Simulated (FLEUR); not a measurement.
The system is BN.

```xyz
4
Lattice="2.4982 0.0000 0.0000 -1.2491 2.1635 0.0000 0.0000 0.0000 6.6357" Properties=species:S:1:pos:R:3 pbc="T T T"
N     1.2491    0.7212    1.6589
N     0.0000    1.4424    4.9768
B     1.2491    0.7212    4.9768
B     0.0000    1.4424    1.6589
```

Base run:

```yaml
Program: FLEUR MaX-R8.1 (later development tree)
Functional: LDA
Potentials_or_basis: all-electron
Basis: FLAPW
Kmax: 5.71 1/bohr
k_mesh: 12 × 12 × 4
Occupations: fermi-dirac, width 0.05 eV
Spin: no spin polarisation
```

Its results: band gap on the k mesh 4.09 eV, indirect (least direct gap 4.52 eV).

Problem. The run is repeated on the same cell with these changes: functional from LDA to WC. What comes out?

Solution. Band gap on the k mesh 4.20 eV, indirect (least direct gap 4.62 eV).

Caveats: core charge leaks out of the spheres, which shifts energies (some runs).

A k mesh can miss the band edges.

Not every run made on this cell is shown here.
